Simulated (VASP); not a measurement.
# BAs (F-43m) in VASP: further runs

Runs on BAs. Level: PBE. Tasks: G0W0 quasiparticle levels.

Program: VASP 6.6.1. These are calculated values, not measurements. Logs are shortened: lines on timing, memory, paths and dates and some standing lists are left out, and cuts for length are marked.

### 1 Starting point

Symmetry: F-43m, No. 216, cubic system. The conventional cell has a = 4.777 Å, b = 4.777 Å, c = 4.777 Å, α = 90.00°, β = 90.00°, γ = 90.00°. Around As (site symmetry -43m) lie 4 B at 2.07 Å. B (site symmetry -43m) has 4 As at 2.07 Å as nearest neighbours.

### 2 G0W0 quasiparticle levels, PBE

The input, POSCAR:

```
BAs
1.0
    0.0000000000      2.3885000000      2.3885000000
    2.3885000000      0.0000000000      2.3885000000
    2.3885000000      2.3885000000      0.0000000000
As B
1 1
Direct
    0.7500000000      0.7500000000      0.7500000000
    0.0000000000      0.0000000000      0.0000000000
```

The input, INCAR.step1:

```
PREC = Accurate ; ENCUT = 450
EDIFF = 1E-8 ; ISMEAR = 0
SIGMA = 0.01 ; LREAL = F
LASPH = T ; NELM = 60
ALGO = Fast ; LWAVE = T
LCHARG = F ; GGA = PE
```

The input, INCAR.step2:

```
PREC = Accurate ; ENCUT = 450
EDIFF = 1E-8 ; ISMEAR = 0
SIGMA = 0.01 ; LREAL = F
LASPH = T ; NELM = 1
ALGO = Exact ; LWAVE = T
LCHARG = F ; GGA = PE
NBANDS = 69 ; LOPTICS = T
ISTART = 1
```

The input, INCAR.step3:

```
PREC = Accurate ; ENCUT = 450
EDIFF = 1E-8 ; ISMEAR = 0
SIGMA = 0.01 ; LREAL = F
LASPH = T ; ALGO = EVGW0
LWAVE = F ; LCHARG = F
GGA = PE ; NELMGW = 1
NBANDS = 69 ; ENCUTGW = 150
NOMEGA = 48 ; PRECFOCK = Fast
ISTART = 1 ; NBANDSGW = 12
```

The input, KPOINTS:

```
Automatic mesh
0
Gamma
  3 3 3
```

Potentials or basis: VASP PAW PBE potentials, release 64 (As_GW, B_GW).

Started as:

```bash
$ cat potpaw_PBE.64/As_GW/POTCAR potpaw_PBE.64/B_GW/POTCAR > POTCAR
$ cp INCAR.step1 INCAR
$ mpirun -np 1 vasp_std > vasp.out
$ cp INCAR.step2 INCAR
$ mpirun -np 1 vasp_std > vasp.out
$ cp INCAR.step3 INCAR
$ mpirun -np 1 vasp_std > vasp.out
```

OUTCAR:

```text
PREC = Accurate
   ENCUT = 450
   EDIFF = 1E-8
   ISMEAR = 0
   LREAL = F
   LASPH = T
   GGA = PE
   NELMGW = 1
   ENCUTGW = 150
   PRECFOCK = Fast
   ISTART = 1

 Found      4 irreducible k-points:

 Following reciprocal coordinates:
            Coordinates               Weight
  0.000000  0.000000  0.000000      1.000000
  0.333333  0.000000  0.000000      8.000000
  0.333333  0.333333  0.000000      6.000000
 -0.333333  0.333333  0.000000     12.000000
   k-points           NKPTS =      4   k-points in BZ     NKDIM =     27   number of bands    NBANDS=     69
   number of dos      NEDOS =    301   number of ions     NIONS =      2
   total plane-waves  NPLWV =  13824
   dimension x,y,z NGX =    24 NGY =   24 NGZ =   24
   dimension x,y,z NGXF=    48 NGYF=   48 NGZF=   48
   ions per type =               1   1
   NGX,Y,Z   is equivalent  to a cutoff of  11.81, 11.81, 11.81 a.u.
   NGXF,Y,Z  is equivalent  to a cutoff of  23.62, 23.62, 23.62 a.u.
 SYSTEM =  unknown system
   PREC   = accura    normal or accurate (medium, high low for compatibility)
   ISTART =      1    job   : 0-new  1-cont  2-samecut
   ICHARG =      0    charge: 1-file 2-atom 10-const
   ISPIN  =      1    spin polarized calculation?
   LNONCOLLINEAR =      F non collinear calculations
   LSORBIT =      F    spin-orbit coupling
   LASPH  =      T    aspherical Exc in radial PAW
   ENCUT  =  450.0 eV  33.07 Ry    5.75 a.u.   5.84  5.84  5.84*2*pi/ulx,y,z
   NELM   =     60;   NELMIN=  2; NELMDL=  0     # of ELM steps
   EDIFF  = 0.1E-07   stopping-criterion for ELM
   LREAL  =      F    real-space projection
   EDIFFG = 0.1E-06   stopping-criterion for IOM
   NSW    =      0    number of steps for IOM
   IBRION =     -1    ionic relax: 0-MD 1-quasi-New 2-CG
   NFREE  =      0    steps in history (QN), initial steepest desc. (CG)
   ISIF   =      0    stress and relaxation
   ISYM   =      3    0-nonsym 1-usesym 2-fastsym
   POTIM  = 0.5000    time-step for ionic-motion
   TEBEG  =    0.0;   TEEND  =   0.0 temperature during run
   PSTRESS=    0.0 pullay stress
   NELECT =       8.0000    total number of electrons
   NUPDOWN=      -1.0000    fix difference up-down
   EMIN   =  10.00;   EMAX   =-10.00  energy-range for DOS
   EFERMI =   0.00;   METHOD = LEGACY
   ISMEAR =     0;   SIGMA  =   0.01  broadening in eV -4-tet -1-fermi 0-gaus
   EFERMI_NEDOS =   21; number of points for ismear=-14 and -15
   IALGO  =     38    algorithm
   IMIX   =      4    mixing-type and parameters
     AMIX     =   0.40;   BMIX     =  1.00
     AMIX_MAG =   1.60;   BMIX_MAG =  1.00
  volume/ion in A,a.u.               =      13.63        91.95
  Fermi-wavevector in a.u.,A,eV,Ry     =   1.088018  2.056057 16.106360  1.183784
  Thomas-Fermi vector in A             =   2.224191
   LORBIT       =      0    0 simple, 1 ext, 2 COOP (PROOUT), +10 PAW based schemes
   GGA     = PE    functional components
   LHFCALC =     T    Hartree Fock is set to
   PRECFOCK=fast      Normal, Fast or Accurate (Low or Medium for compatibility)
   ENCUT4O =  -1.0   cutoff for four orbital integrals eV
   NKREDX  =     1    reduce k-point grid by
   NKREDY  =     1    reduce k-point grid by
   NKREDZ  =     1    reduce k-point grid by
   AEXX    =    1.0000 exact exchange contribution
   HFSCREEN=    0.0000 screening length (either q_TF or 0.3 A-1)
   HFSCREENC=   0.0000 screening length for correlation (either q_TF or 0.3 A-1)
   ENCUTFOCK=  -1.0 apply spherical cutoff to Coloumb kernel
   IVDW    =     0    specifies the selected vdW correction
   LEPSILON=     F    determine dielectric tensor
   LRPA    =     F    only Hartree local field effects (RPA)
   LRPAFORCE           =     F    calculate RPA forces
   ENCUTGW             = 150.0    cutoff for response function in eV
   ENCUTGWSOFT         = 120.0    soft cutoff for Coulomb kernel in GW response function in eV
   ENCUTLF             =  -1.0    cutoff for local field effects
   NELMGW              =     1    number of iterations in solving QP/BSE equation
   NELMHF              =     1    number of iterations in the inner HF iteration
   NKREDLFX            =     1    NKREDLFY  =   1   NKREDLFZ  =   1
 non-spin polarized calculation
 Gauss-broadening in eV      SIGMA  =   0.01
  energy-cutoff  :      450.00
  volume of cell :       27.25
 maximum number of plane-waves:       609
  NGX = 14; NGY = 14; NGZ = 14
   NGX = 11   NGY = 11   NGZ = 11
 maximum number of plane-waves:       117

 QP shifts <psi_nk| G(iteration)W_0 |psi_nk>: iteration 1
 for sc-GW calculations column KS-energies equals QP-energies in previous step
 and V_xc(KS)=  KS-energies - (<T + V_ion + V_H > + <T+V_H+V_ion>^1  + <V_x>^1)

 k-point   1 :       0.0000    0.0000    0.0000
  band No.  KS-energies  QP-energies   sigma(KS)   V_xc(KS)     V^pw_x(r,r')   Z            occupation Imag(sigma)

      1      -9.1660      -9.9249     -12.6762     -11.6436     -19.5361       0.7350       2.0000       1.3059
      2       6.2712       5.8374     -13.1601     -12.6127     -14.7586       0.7926       2.0000       0.0817
      3       6.2712       5.8374     -13.1601     -12.6127     -14.7586       0.7926       2.0000       0.0817
      4       6.2712       5.8374     -13.1601     -12.6127     -14.7586       0.7926       2.0000       0.0817
      5       9.5022       9.8707     -10.9065     -11.3720      -6.3473       0.7915       0.0000      -0.0970
      6       9.5022       9.8707     -10.9065     -11.3720      -6.3473       0.7915       0.0000      -0.0970
      7       9.5022       9.8707     -10.9065     -11.3720      -6.3473       0.7915       0.0000      -0.0970
      8      10.9398      11.5751     -11.7721     -12.6009      -6.1731       0.7664       0.0000      -0.1683
      9      15.8266      15.7909      -8.8555      -8.8101      -2.9261       0.7871       0.0000      -0.3225
     10      19.1544      19.2628     -10.2645     -10.4036      -4.3233       0.7789       0.0000      -0.3151
     11      19.1544      19.2628     -10.2645     -10.4036      -4.3233       0.7789       0.0000      -0.3151
     12      20.5662      20.5294      -9.0023      -8.9570      -2.4337       0.8118       0.0000      -0.7069

 k-point   2 :       0.3333    0.0000    0.0000
  band No.  KS-energies  QP-energies   sigma(KS)   V_xc(KS)     V^pw_x(r,r')   Z            occupation Imag(sigma)

      1      -7.4438      -8.1377     -12.8114     -11.8436     -19.0407       0.7170       2.0000       0.9842
      2      -0.4983      -1.1559     -12.4744     -11.6070     -15.9378       0.7581       2.0000       0.2751
      3       4.7430       4.2683     -12.9468     -12.3430     -14.8961       0.7861       2.0000       0.0984
      4       4.7430       4.2683     -12.9468     -12.3430     -14.8961       0.7861       2.0000       0.0984
      5       9.1089       9.4633     -11.1351     -11.5888      -6.3177       0.7812       0.0000      -0.1081
      6      11.0558      11.3943     -10.7234     -11.1535      -5.7665       0.7870       0.0000      -0.1331
      7      11.0558      11.3943     -10.7234     -11.1535      -5.7665       0.7870       0.0000      -0.1331
      8      14.9422      15.2546     -10.3269     -10.7376      -4.0880       0.7606       0.0000      -0.3000
      9      17.7374      17.8567      -9.3943      -9.5446      -3.2345       0.7937       0.0000      -0.4097
     10      18.2375      18.3606      -9.9585     -10.1138      -3.9604       0.7932       0.0000      -0.3826
     11      18.2375      18.3606      -9.9585     -10.1138      -3.9604       0.7932       0.0000      -0.3826
     12      22.4274      22.7357     -10.2111     -10.6212      -3.1758       0.7517       0.0000      -0.6969

 k-point   3 :       0.3333    0.3333    0.0000
  band No.  KS-energies  QP-energies   sigma(KS)   V_xc(KS)     V^pw_x(r,r')   Z            occupation Imag(sigma)

      1      -6.8219      -7.5422     -12.8582     -11.8843     -18.8100       0.7396       2.0000       0.9067
      2       0.3098      -0.3135     -13.0854     -12.2710     -16.3876       0.7655       2.0000       0.2455
      3       2.7881       2.2253     -12.6203     -11.8942     -15.0922       0.7750       2.0000       0.1256
      4       2.7881       2.2253     -12.6203     -11.8942     -15.0922       0.7750       2.0000       0.1256
      5       7.5068       7.6171     -10.2146     -10.3531      -5.8545       0.7961       0.0000      -0.0842
      6       9.3531       9.4468      -9.7895      -9.9074      -4.9282       0.7946       0.0000      -0.1123
      7      15.3960      15.9212     -11.4021     -12.0870      -5.2820       0.7668       0.0000      -0.3087
      8      15.3960      15.9212     -11.4021     -12.0870      -5.2820       0.7668       0.0000      -0.3087
      9      17.7541      18.2110     -11.0736     -11.6706      -4.4117       0.7655       0.0000      -0.4426
     10      21.8032      21.9610     -10.2609     -10.4634      -3.8834       0.7795       0.0000      -0.5508
     11      22.0290      22.3602     -10.1347     -10.5747      -3.3072       0.7528       0.0000      -0.6557
     12      25.5856      25.6190      -9.6252      -9.6682      -2.5477       0.7760       0.0000      -0.9831

 k-point   4 :      -0.3333    0.3333    0.0000
  band No.  KS-energies  QP-energies   sigma(KS)   V_xc(KS)     V^pw_x(r,r')   Z            occupation Imag(sigma)

      1      -5.3389      -5.9347     -13.0490     -12.2478     -18.4720       0.7436       2.0000       0.7107
      2      -1.6114      -2.3718     -12.9780     -11.9691     -17.1029       0.7536       2.0000       0.3971
      3       0.1557      -0.5167     -11.8695     -11.0017     -14.8096       0.7748       2.0000       0.2008
      4       3.1963       2.6489     -12.7156     -12.0124     -15.0695       0.7786       2.0000       0.1171
      5       8.7106       8.8455     -10.0981     -10.2680      -5.4294       0.7935       0.0000      -0.0988
      6      13.5084      14.0243     -11.0158     -11.6901      -5.1125       0.7650       0.0000      -0.2378
      7      14.3617      14.8588     -11.0659     -11.7081      -5.1334       0.7740       0.0000      -0.2806
      8      15.6007      15.9847     -11.2050     -11.7060      -4.9689       0.7667       0.0000      -0.3395
      9      15.7170      15.8810     -10.1703     -10.3779      -4.5681       0.7908       0.0000      -0.2523
     10      18.3558      18.4179      -9.9053      -9.9829      -4.0989       0.8005       0.0000      -0.3586
     11      23.1158      23.5112     -10.7806     -11.3129      -3.3076       0.7428       0.0000      -0.8333
     12      24.7319      24.7681      -9.2538      -9.3001      -2.4061       0.7820       0.0000      -0.7953
```

It took 14 s on 1 thread of AMD EPYC 9R14 (Zen 4), shared host; peak memory 0.15 GiB.

These settings aren't checked as converged: the numbers below hold their error.

What came out:

* Band gap on the k mesh, mean-field level: 1.24 eV, indirect (least direct gap 3.23 eV)
* Quasiparticle gap: 1.78 eV
* Least direct quasiparticle gap: 4.03 eV

Caveat: the k mesh is coarse (spacing up to 0.76 Å⁻¹), so the values aren't converged; bands, screening cutoff and mesh are small and nothing is extrapolated, so the quasiparticle values aren't converged; an odd mesh through Γ misses points on the zone boundary, where band edges often lie.

[end of part 1 of 2]
